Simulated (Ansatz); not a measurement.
Runs of Ansatz 0.2.0 on CdS. Symmetry: P3m1, No. 156, trigonal system. Conventional cell: a = 4.261 Å, b = 4.261 Å, c = 5.804 Å, α = 90.00°, β = 90.00°, γ = 120.00°. Cd (site symmetry 3m) is surrounded by 3 S at 2.46 Å. S (site symmetry 3m) is surrounded by 3 Cd at 2.46 Å. Measurements of this composition are mostly on another form, of space group No. 186.

| task | level | spin | cell | k mesh | cutoff (eV) | points for each segment of the path | gap on the mesh (eV) | pressure (GPa) | relaxed volume (Å³/atom) | largest force (eV/Å) |
| --- | --- | --- | --- | --- | --- | --- | --- | --- | --- | --- |
| band structure | B3LYP | off | as given | 4 × 4 × 3 | 420 | 4 | 2.69 | 0.3 | - | 0.01 |
| band structure | r2SCAN50 | off | as given | 4 × 4 × 3 | 500 | 4 | 5.01 | -1.3 | - | 0.03 |
| relaxation of cell and atoms | HF | off | relaxed | 4 × 4 × 3 | 420 | - | 8.39 | 0.0 | 64.08 | - |
| band structure | HF | off | as given | 4 × 4 × 3 | 420 | 4 | 8.37 | 1.4 | - | 0.01 |
| single point | HSE06 | SOC, no magnetisation | as given | 3 × 3 × 2 | 420 | - | 2.49 | -0.6 | - | 0.01 |
| relaxation of cell and atoms | HSE03 | off | relaxed | 4 × 4 × 3 | 420 | - | 2.34 | 0.0 | 45.19 | - |
| relaxation of cell and atoms | HSE06 | off | relaxed | 4 × 4 × 3 | 420 | - | 2.55 | 0.0 | 45.15 | - |
| relaxation of cell and atoms | PBEsol0 | off | relaxed | 4 × 4 × 3 | 420 | - | (a) | 0.0 | (b) | - |
| band structure | HSE06 | off | as given | 4 × 4 × 3 | 420 | 4 | 2.49 | -0.7 | - | 0.02 |
| band structure | PBE0 | off | as given | 4 × 4 × 3 | 420 | 4 | 3.18 | -0.8 | - | 0.02 |
| band structure | r2SCANh | off | as given | 4 × 4 × 3 | 500 | 4 | 2.51 | -0.9 | - | 0.02 |
| relaxation of cell and atoms | B3LYP | off | relaxed | 4 × 4 × 3 | 420 | - | 2.73 | 0.0 | 51.56 | - |

Alike in all rows: potentials or basis Ansatz PAW; smearing fermi-dirac 0.05 eV; the mesh is coarse, so values aren't converged.

Fill in the values left out.

(a) 3.26; (b) 44.17.

Caveats: all runs use coarse meshes; the PAW data sets come from PBE, with cores solved anew for the run's functional, which leaves a small shift of forces and pressure; the thresholds are loose for stress (some runs); odd divisions of the mesh miss points on the zone boundary, where band edges often lie, so the gap on the mesh can be too wide (some runs); the plane-wave basis is chosen anew once the cell has moved, so the energies of steps on either side of that aren't comparable (some runs); the volume moved by over 15 % at a fixed basis, so the end points are rough (some runs).

A k mesh can miss the band edges, and rows without SOC leave out spin-orbit coupling on Cd.
